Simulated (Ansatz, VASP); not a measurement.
## One calculation of WC, 3 ways

The starting cell:

```
W C
1.0
     2.90650    0.00000    0.00000
    -1.45325    2.51710    0.00000
     0.00000    0.00000    2.83660
W C
1 1
Direct
  0.00000 0.00000 0.00000
  0.66667 0.33333 0.50000
```

Alike in all runs: task relaxation of cell and atoms; functional BLYP; dispersion D3(BJ); k mesh 10 × 10 × 9; occupations fermi-dirac, width 0.05 eV; no spin polarisation; no spin-orbit coupling.

```csv
program and potentials,plane-wave cutoff (eV),notes,equilibrium volume (Å³/atom)
"Ansatz, Ansatz PAW",420,"potentials made for PBE, which Ansatz adapts in part",10.41
"VASP, PBE PAW files C, W_sv, 600 eV",600,potentials made for PBE,10.48
"Ansatz, all-electron LAPW, scalar-relativistic",-,-,10.42
```

The equilibrium volume spans 10.41 (Ansatz, Ansatz PAW) to 10.48 Å³/atom (VASP, PBE PAW files C, W_sv, 600 eV), with all-electron results at 10.42. Some sets were made for another functional than the one run, which can shift their rows. Relaxations stop with a little pressure left, so the last digit of a volume isn't settled.

Differences between rows come from potentials, basis sets and numerical settings, since the functional is the same but for its coding. Runs on potential files found faulty are left out.
